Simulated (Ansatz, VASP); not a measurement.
# One calculation of BN, two programs

```
B N
1.0
     2.49562    0.00000    0.00000
    -1.24781    2.16127    0.00000
     0.00000    0.00000    6.63892
B N
2 2
Cartesian
  0.0000 1.4408 1.6597
  1.2478 0.7204 4.9792
  0.0000 1.4408 4.9792
  1.2478 0.7204 1.6597
```

Change from the starting cell: volume scaled by 0.99, PAW files.

Alike in both runs: task electric field gradients; functional PBE; k mesh 11 × 11 × 4; occupations fermi-dirac, width 0.02 eV; no spin polarisation.

|  | VASP | Ansatz |
| --- | --- | --- |
| version | VASP 6.6.1 | Ansatz 0.2.0 |
| potentials or method | VASP PAW PBE potentials, release 64 (B, N) | PAW with Ansatz's default frozen-core files, scalar-relativistic |
| plane-wave cutoff (eV) | 520 | 420 |
| valence electrons in the cell | 16 | 16 |

|  | VASP | Ansatz | Ansatz less VASP |
| --- | --- | --- | --- |
| gap on the k mesh at the Fermi level (eV) | 4.35 | 4.35 | +0.006 |
| pressure (GPa) | 5.9 | 5.9 | -0.07 |
| largest component of the traceless stress (GPa) | 3.09 | 2.88 | -0.210 |
| Vzz of the field gradient on the site that differs most (V/Å²) | 35.3 | 28.4 | -6.96 |

The functional is the same, so the differences come from potentials, cutoffs and numerics.

Caveats: an odd mesh through Γ misses points on the zone boundary, where band edges often lie; this functional lacks dispersion, which binds the layers, so the pressure and a relaxed spacing across them are unreliable.
